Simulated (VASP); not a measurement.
# NaH (Fm-3m) in VASP: further runs

Runs on NaH. Level: PBE. Tasks: single point.

All numbers are computed with VASP 6.6.1; they aren't measurements. Logs are shortened: lines on timing, memory, paths and dates and some standing lists are left out, and cuts for length are marked.

### 1 Starting point

The structure is cubic, space group Fm-3m (No. 225). Conventional cell: a = 4.880 Å, b = 4.880 Å, c = 4.880 Å, α = 90.00°, β = 90.00°, γ = 90.00°. Na (site symmetry m-3m) is surrounded by 6 H at 2.44 Å. Around H (site symmetry m-3m) lie 6 Na at 2.44 Å.

### 2 Single point, PBE

File INCAR:

```
SYSTEM = NaH
PREC = Accurate
ENCUT = 450
EDIFF = 1E-6
ISMEAR = 0
SIGMA = 0.05
LREAL = .False.
LASPH = .True.
NELM = 100
ALGO = Normal
ISIF = 2
LWAVE = .False.
LCHARG = .False.
GGA = PE
NBANDS = 11
ADDGRID = .False.
```

File KPOINTS:

```
Automatic mesh
0
Gamma
  8 8 8
  0 0 0
```

File POSCAR:

```
NaH
1.0
    0.0000000000      2.4400000000      2.4400000000
    2.4400000000      0.0000000000      2.4400000000
    2.4400000000      2.4400000000      0.0000000000
Na H
1 1
Direct
    0.0000000000      0.0000000000      0.0000000000
    0.5000000000      0.5000000000      0.5000000000
```

Potentials or basis: VASP PAW PBE potentials, release 64 (Na_pv, H).

On the command line:

```
$ cat potpaw_PBE.64/Na_pv/POTCAR potpaw_PBE.64/H/POTCAR > POTCAR
$ mpirun -np 1 vasp_std > vasp.out
```

OUTCAR:

```text
SYSTEM = NaH
   PREC = Accurate
   ENCUT = 450
   EDIFF = 1E-6
   ISMEAR = 0
   LREAL = .False.
   LASPH = .True.
   NELM = 100
   ISIF = 2
   GGA = PE

 Found     29 irreducible k-points:

 Following reciprocal coordinates:
            Coordinates               Weight
  0.000000  0.000000  0.000000      1.000000
  0.125000  0.000000  0.000000      8.000000
  0.250000  0.000000  0.000000      8.000000
  0.375000  0.000000  0.000000      8.000000
  0.500000  0.000000  0.000000      4.000000
  0.125000  0.125000  0.000000      6.000000
   k-points           NKPTS =     29   k-points in BZ     NKDIM =     29   number of bands    NBANDS=     11
   number of dos      NEDOS =    301   number of ions     NIONS =      2
   total plane-waves  NPLWV =  13824
   dimension x,y,z NGX =    24 NGY =   24 NGZ =   24
   dimension x,y,z NGXF=    48 NGYF=   48 NGZF=   48
   ions per type =               1   1
   NGX,Y,Z   is equivalent  to a cutoff of  11.56, 11.56, 11.56 a.u.
   NGXF,Y,Z  is equivalent  to a cutoff of  23.13, 23.13, 23.13 a.u.
 SYSTEM =  NaH
   PREC   = accura    normal or accurate (medium, high low for compatibility)
   ISTART =      0    job   : 0-new  1-cont  2-samecut
   ICHARG =      2    charge: 1-file 2-atom 10-const
   ISPIN  =      1    spin polarized calculation?
   LNONCOLLINEAR =      F non collinear calculations
   LSORBIT =      F    spin-orbit coupling
   LASPH  =      T    aspherical Exc in radial PAW
   ENCUT  =  450.0 eV  33.07 Ry    5.75 a.u.   5.97  5.97  5.97*2*pi/ulx,y,z
   NELM   =    100;   NELMIN=  2; NELMDL= -5     # of ELM steps
   EDIFF  = 0.1E-05   stopping-criterion for ELM
   LREAL  =      F    real-space projection
   EDIFFG = 0.1E-04   stopping-criterion for IOM
   NSW    =      0    number of steps for IOM
   IBRION =     -1    ionic relax: 0-MD 1-quasi-New 2-CG
   NFREE  =      0    steps in history (QN), initial steepest desc. (CG)
   ISIF   =      2    stress and relaxation
   ISYM   =      2    0-nonsym 1-usesym 2-fastsym
   POTIM  = 0.5000    time-step for ionic-motion
   TEBEG  =    0.0;   TEEND  =   0.0 temperature during run
   PSTRESS=    0.0 pullay stress
   NELECT =       8.0000    total number of electrons
   NUPDOWN=      -1.0000    fix difference up-down
   EMIN   =  10.00;   EMAX   =-10.00  energy-range for DOS
   EFERMI =   0.00;   METHOD = LEGACY
   ISMEAR =     0;   SIGMA  =   0.05  broadening in eV -4-tet -1-fermi 0-gaus
   EFERMI_NEDOS =   21; number of points for ismear=-14 and -15
   IALGO  =     38    algorithm
   IMIX   =      4    mixing-type and parameters
     AMIX     =   0.40;   BMIX     =  1.00
     AMIX_MAG =   1.60;   BMIX_MAG =  1.00
  volume/ion in A,a.u.               =      14.53        98.03
  Fermi-wavevector in a.u.,A,eV,Ry     =   1.065054  2.012660 15.433636  1.134340
  Thomas-Fermi vector in A             =   2.200593
   LORBIT       =      0    0 simple, 1 ext, 2 COOP (PROOUT), +10 PAW based schemes
   GGA     = PE    functional components
   LHFCALC =     F    Hartree Fock is set to
   AEXX    =    0.0000 exact exchange contribution
   IVDW    =     0    specifies the selected vdW correction
   LEPSILON=     F    determine dielectric tensor
   LRPA    =     F    only Hartree local field effects (RPA)
 non-spin polarized calculation
 Gauss-broadening in eV      SIGMA  =   0.05
  energy-cutoff  :      450.00
  volume of cell :       29.05
 maximum number of plane-waves:       638
   NGX = 11   NGY = 11   NGZ = 11

 number of electron       7.9999989 magnetization

 Free energy of the ion-electron system (eV)
  ---------------------------------------------------
  ext. energy  EPLUGINS =         0.00000000
  ---------------------------------------------------
  free energy    TOTEN  =        -5.08516359 eV

  energy without entropy =       -5.08516359  energy(sigma->0) =       -5.08516359

 E-fermi :  -0.9422     XC(G=0):  -7.6733

 val. band max:       -1.2040032919   @ k =  -0.2500   0.5000   0.2500
 cond. band min:       2.5054225850   @ k =   0.5000   0.0000   0.0000
 fundamental gap:      3.7094258769
 Fermi energy:        -0.9422314600

 k-point     1 :       0.0000    0.0000    0.0000
  band No.  band energies     occupation
      1     -23.3591      2.00000
      2     -23.3591      2.00000
      3     -23.3591      2.00000
      4      -4.7409      2.00000
      5       8.9593      0.00000
      6      14.1781      0.00000
      7      14.1781      0.00000
      8      14.1782      0.00000
      9      14.9681      0.00000
     10      14.9681      0.00000
     11      14.9681      0.00000

 k-point     2 :       0.1250    0.0000    0.0000
  band No.  band energies     occupation
      1     -23.3717      2.00000
      2     -23.3607      2.00000
      3     -23.3607      2.00000
      4      -4.4791      2.00000
      5       8.1157      0.00000
      6      11.5873      0.00000
      7      13.3594      0.00000
      8      13.3594      0.00000
      9      15.9808      0.00000
     10      15.9808      0.00000
     11      16.0967      0.00000

 k-point     3 :       0.2500    0.0000    0.0000
  band No.  band energies     occupation
      1     -23.4018      2.00000
      2     -23.3644      2.00000
      3     -23.3644      2.00000
      4      -3.7348      2.00000
      5       5.8830      0.00000
      6      10.1198      0.00000
      7      12.5901      0.00000
      8      12.5901      0.00000
      9      15.9432      0.00000
     10      15.9432      0.00000
     11      17.2521      0.00000

 k-point     4 :       0.3750    0.0000    0.0000
  band No.  band energies     occupation
      1     -23.4314      2.00000
      2     -23.3679      2.00000
      3     -23.3679      2.00000
      4      -2.6919      2.00000
      5       3.5951      0.00000
      6       9.5394      0.00000
      7      12.1426      0.00000
      8      12.1426      0.00000
      9      15.1545      0.00000
     10      15.1546      0.00000
     11      17.4792      0.00000

 k-point     5 :       0.5000    0.0000    0.0000
  band No.  band energies     occupation
      1     -23.4437      2.00000
      2     -23.3695      2.00000
      3     -23.3695      2.00000
      4      -2.0459      2.00000
      5       2.5054      0.00000
      6       9.3762      0.00000
      7      11.9978      0.00000
      8      11.9978      0.00000
      9      14.8531      0.00000
     10      14.8532      0.00000
     11      17.3316      0.00000

 k-point     6 :       0.1250    0.1250    0.0000
  band No.  band energies     occupation
      1     -23.3713      2.00000
      2     -23.3634      2.00000
      3     -23.3634      2.00000
      4      -4.3938      2.00000
      5       8.0139      0.00000
      6      12.1848      0.00000
      7      12.1867      0.00000
      8      12.1867      0.00000
      9      15.4721      0.00000
     10      17.0246      0.00000
     11      17.7014      0.00000

 [... further k-points ...]

------------------------ aborting loop because EDIFF is reached ----------------------------------------

  FORCE on cell =-STRESS in cart. coord.  units (eV):
  Direction    XX          YY          ZZ          XY          YZ          ZX
  --------------------------------------------------------------------------------------
  -------------------------------------------------------------------------------------
  Total       -0.1627051     -0.1627051     -0.1627051     -0.0000000      0.0000000      0.0000000
  in kB       -8.9724768     -8.9724768     -8.9724768     -0.0000000      0.0000000      0.0000000
  external PRESSURE =      -8.9724768 kB  Pullay stress =       0.0000000 kB

 VOLUME and BASIS-vectors are now :
 -----------------------------------------------------------------------------
  energy-cutoff  :      450.00
  volume of cell :       29.05
      direct lattice vectors                 reciprocal lattice vectors
     0.000000000  2.440000000  2.440000000    -0.204918033  0.204918033  0.204918033
     2.440000000  0.000000000  2.440000000     0.204918033 -0.204918033  0.204918033
     2.440000000  2.440000000  0.000000000     0.204918033  0.204918033 -0.204918033

 POSITION                                       TOTAL-FORCE (eV/Angst)
 -----------------------------------------------------------------------------------
      0.00000      0.00000      0.00000         0.000000     -0.000000      0.000000
      2.44000      2.44000      2.44000        -0.000000      0.000000      0.000000
 -----------------------------------------------------------------------------------
    total drift:                                0.000000     -0.000000     -0.000000

  FREE ENERGIE OF THE ION-ELECTRON SYSTEM (eV)
  ---------------------------------------------------
  free  energy   TOTEN  =        -5.0851635865 eV

  energy  without entropy=       -5.0851635865  energy(sigma->0) =       -5.08516359
```

Run time: 5.4 s. Hardware: 1 thread of Intel Xeon Platinum 8259CL at 2.50GHz (Skylake/Cascade Lake), shared host; peak memory 0.13 GiB.

The run converged, but some of its settings lie outside the range that counts as converged, so its numbers aren't taken as properties of the crystal.

What came out:

* Free energy: -5.0852 eV
* Pressure: -0.9 GPa
* Band gap on the k mesh: 3.71 eV, indirect (least direct gap 4.55 eV)

### 3 Single point, PBE

INCAR is that of step 2.

KPOINTS is that of step 2.

File POSCAR:

```
NaH
1.0
    0.0000000000      2.4400000000      2.4400000000
    2.4400000000      0.0000000000      2.4400000000
    2.4400000000      2.4400000000      0.0000000000
Na H
1 1
Direct
   -0.0187210000      0.0228060000      0.0160610000
    0.4668300000      0.5164870000      0.5214060000
```

Potentials or basis: VASP PAW PBE potentials, release 64 (Na_pv, H).

On the command line:

```
$ cat potpaw_PBE.64/Na_pv/POTCAR potpaw_PBE.64/H/POTCAR > POTCAR
$ mpirun -np 1 vasp_std > vasp.out
```

It took 31 s on 1 thread of Intel Xeon Platinum 8259CL at 2.50GHz (Skylake/Cascade Lake), shared host; peak memory 0.17 GiB.

The run converged, but some of its settings lie outside the range that counts as converged, so its numbers aren't taken as properties of the crystal.

What came out:

```yaml
Free_energy: -5.0840 eV
Pressure: -0.9 GPa
Largest_force: 0.043 eV/Å
Band_gap_on_the_k_mesh: 3.71 eV, indirect (least direct gap 4.55 eV)
```

### 4 Single point, PBE

Edit INCAR of step 3 so:

```diff
@@ -2,3 +2,3 @@
 PREC = Accurate
-ENCUT = 450
+ENCUT = 700
 EDIFF = 1E-6
```

File KPOINTS:

```
Automatic mesh
0
Gamma
  7 7 7
  0 0 0
```

File POSCAR:

```
NaH
1.0
    0.0000000000      2.4400000000      2.4400000000
    2.4400000000      0.0000000000      2.4400000000
    2.4400000000      2.4400000000      0.0000000000
Na H
1 1
Direct
    0.0000000000      0.0000000000      0.0000000000
    0.5000000000      0.5000000000      0.5000000000
```

On the command line:

```
$ cat potpaw_PBE.64/Na_pv/POTCAR potpaw_PBE.64/H/POTCAR > POTCAR
$ mpirun -np 1 vasp_std > vasp.out
```

It took 9.7 s on 1 thread of Intel Xeon Platinum 8259CL at 2.50GHz (Skylake/Cascade Lake), shared host; peak memory 0.16 GiB.

These settings aren't checked as converged: the numbers below hold their error.

What came out:

```yaml
Free_energy: -5.0863 eV
Pressure: -0.6 GPa
Band_gap_on_the_k_mesh: 4.18 eV, indirect (least direct gap 4.80 eV)
```

Caveat: an odd mesh through Γ misses points on the zone boundary, where band edges often lie.
